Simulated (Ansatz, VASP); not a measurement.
ZnO: VASP beside Ansatz

```xyz
2
Lattice="0.0000 2.0576 2.2385 2.0576 0.0000 2.2385 2.0576 2.0576 0.0000" Properties=species:S:1:pos:R:3 pbc="T T T"
Zn    0.0000    0.0000    0.0000
O     2.0576    2.0576    2.2385
```

Change from the starting cell: epitaxial_xy strain -3.6%.

Alike in both runs: task single point; functional r2SCAN; k mesh 10 × 10 × 10; no spin polarisation.

|  | VASP | Ansatz |
| --- | --- | --- |
| version | VASP 6.6.1 | Ansatz 0.2.0 |
| potentials or method | VASP PAW PBE potentials, release 64 (Zn, O) | plane waves, PAW |
| plane-wave cutoff (eV) | 520 | 500 |
| occupations | gaussian, width 0.01 eV | fixed |
| valence electrons in the cell | 18 | 18 |

|  | VASP | Ansatz | Ansatz less VASP |
| --- | --- | --- | --- |
| gap on the k mesh at the Fermi level (eV) | 1.44 | 1.46 | +0.020 |
| pressure (GPa) | 8.8 | 7.3 | -1.52 |
| largest component of the traceless stress (GPa) | 7.89 | 7.30 | -0.587 |

Caveats: the PAW data sets were made with another functional, which shifts forces and pressure a little (VASP). A k mesh can miss the band edges.
